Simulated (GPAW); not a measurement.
## WC (Qusongite): single point with r2SCAN+U

WC (Qusongite):

```xyz
2
Lattice="2.9065 0.0000 0.0000 -1.4532 2.5171 0.0000 0.0000 0.0000 2.8366" Properties=species:S:1:pos:R:3 pbc="T T T"
W     0.0000    0.0000    0.0000
C     1.4533    0.8390    1.4183
```

```
Program             : GPAW 26.7.0
Task                : single point
Functional          : r2SCAN
Potentials or basis : GPAW PAW data sets (gpaw-data 1.2.1)
Cutoff              : 600 eV
Basis               : pw
k mesh              : 8 × 8 × 8
Occupations         : fermi-dirac, width 0.05 eV
Spin                : no spin polarisation
Hubbard terms       : W d U = 2 eV
Maxiter             : 120
Convergence         : default
```

```yaml
Pressure: 3.1 GPa
Band_gap_on_the_k_mesh: none (metal or under the smearing width)
```

Stress tensor (GPa, compression positive):
```
4.14 0.00 0.00
0.00 4.14 0.00
0.00 0.00 1.12
```

Levels at points of the mesh, in eV from the Fermi level:
| k point | band 5 | band 6 | band 7 | band 8 | band 9 | band 10 | band 11 | band 12 | band 13 | band 14 |
| --- | --- | --- | --- | --- | --- | --- | --- | --- | --- | --- |
| (0.00, 0.00, 0.00) | -15.31 | -4.58 | -3.53 | -3.53 | 0.01 | 3.52 | 3.52 | 5.92 | 5.92 | 6.76 |
| (0.00, 0.00, 0.50) | -11.24 | -9.08 | -2.08 | -2.08 | -0.61 | -0.61 | 3.71 | 4.87 | 4.87 | 10.57 |
| (0.50, 0.50, 0.00) | -11.90 | -7.42 | -3.77 | -3.75 | -0.59 | 2.59 | 4.73 | 5.04 | 7.32 | 10.08 |
| (0.50, 0.50, 0.50) | -12.03 | -6.78 | -4.47 | -4.46 | 0.12 | 4.59 | 5.38 | 7.01 | 9.72 | 10.67 |

It took 43 s on 1 thread of Arm Neoverse V2, on a shared host, peak memory 0.27 GiB.

Caveat: the cutoff is short for stress and forces, so pressures can be off by a GPa or more; the PAW data sets were made with another functional, which shifts forces and pressure a little; U without spin polarisation on a metal has little footing; the U is typed as a test and isn't derived for this compound. The run has no spin-orbit coupling, so splittings on W are missing.
